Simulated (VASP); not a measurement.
Here is a VASP 6.6.1 calculation.

Contents of INCAR:

```
ALGO = Normal
EDIFF = 1E-7
EDIFFG = -0.005
ENCUT = 600
GGA = PS
IBRION = 2
ISIF = 3
ISMEAR = 0
KPAR = 2
LASPH = True
LCHARG = False
LREAL = False
LWAVE = False
NELM = 80
NSW = 90
PREC = Accurate
SIGMA = 0.03
```

Contents of KPOINTS:

```
k-points
0
Gamma
  12 12 3
```

POSCAR

```
SiC                                     
1.0
    3.0789830401      0.0000000000     -0.0000000000
   -1.5394915200      2.6664775305      0.0000000000
   -0.0000000000      0.0000000000     10.0795947977
  Si              C             
     4     4
Direct
     0.6666666699999979    0.3333333300000021    0.9378313346205783
     0.3333333300000021    0.6666666699999979    0.4378313346205783
     1.0000000000000000    0.0000000000000000    0.6878993575391326
     0.0000000000000000    0.0000000000000000    0.1878993575391326
     0.6666666699999979    0.3333333300000021    0.7498119035729851
     0.3333333300000021    0.6666666699999979    0.2498119035729851
     0.0000000000000000    0.0000000000000000    0.5004564042673113
     0.0000000000000000    0.0000000000000000    0.0004564042673112
```

Potentials or basis: VASP PAW PBE potentials, release 64 (Si, C).

Command:

```bash
$ cat potpaw_PBE.64/Si/POTCAR potpaw_PBE.64/C/POTCAR > POTCAR
$ mpirun -np 2 vasp_std > vasp.out
```

Predict the band gap on the k mesh.

2.11 eV, indirect (least direct gap 3.23 eV).

Forces in eV/Å, atoms in the order of the input:
```
Si   0.000  0.000  0.002
Si   0.000  0.000  0.002
Si   0.000  0.000  0.002
Si   0.000  0.000  0.002
C    0.000  0.000 -0.001
C    0.000  0.000 -0.001
C    0.000  0.000 -0.002
C    0.000  0.000 -0.002
```

Caveat: the relaxation stopped at its first step, so nothing moved; the PAW data sets were made with another functional, which shifts forces and pressure a little; an odd mesh through Γ misses points on the zone boundary, where band edges often lie.
